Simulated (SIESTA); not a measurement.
Runs of SIESTA 5.4.2 on P. The cell holds a slab with vacuum, 4 atoms: a = 3.284 Å, b = 34.857 Å, c = 4.632 Å, α = 90.00°, β = 90.00°, γ = 90.00°. The slab is cut from a database's or a generator's crystal, which needn't be the stable form of the element.

| task | level | potentials or basis | gap on the mesh (eV) | V0 of scaled cells (Å³/atom) | B0 (GPa) | largest force (eV/Å) |
| --- | --- | --- | --- | --- | --- | --- |
| band structure | LDA | PseudoDojo 0.4 standard (LDA files), DZP (energy shift 0.003 Ry) | (c) | - | - | (a) |
| band structure | PBEsol | PseudoDojo 0.4 standard (PBEsol files), DZP (energy shift 0.003 Ry) | 0.98 | - | - | (b) |
| equation of state | PBEsol | PseudoDojo 0.4 standard (PBEsol files), DZP (energy shift 0.003 Ry) | - | 135.16 | 11 | - |
| band structure | BLYP | PseudoDojo 0.4 standard (PBE files), DZP (energy shift 0.003 Ry) | 1.07 | - | - | 0.92 |
| equation of state | LDA | PseudoDojo 0.4 standard (LDA files), DZP (energy shift 0.003 Ry) | - | 132.46 | 12 | - |

Alike in all rows: no spin polarisation; cell as given; k mesh 8 × 1 × 6; smearing fermi-dirac 0.05 eV; grid cutoff 500 Ry; energy shift 0.003 Ry.

Question: Estimate the missing entries.

Answer: (a) 0.41; (b) 0.54; (c) 0.95.

Caveats: the basis of atomic orbitals isn't converged, which shifts pressures, moduli and gaps; the cell was scaled at fixed shape and fractional positions, which overstates the stiffness of a crystal with free parameters, most of all of layers and chains (some runs); the potentials were made for another functional, which shifts forces and pressure (some runs).

A k mesh can miss the band edges.

Not every run made on this cell is shown here.
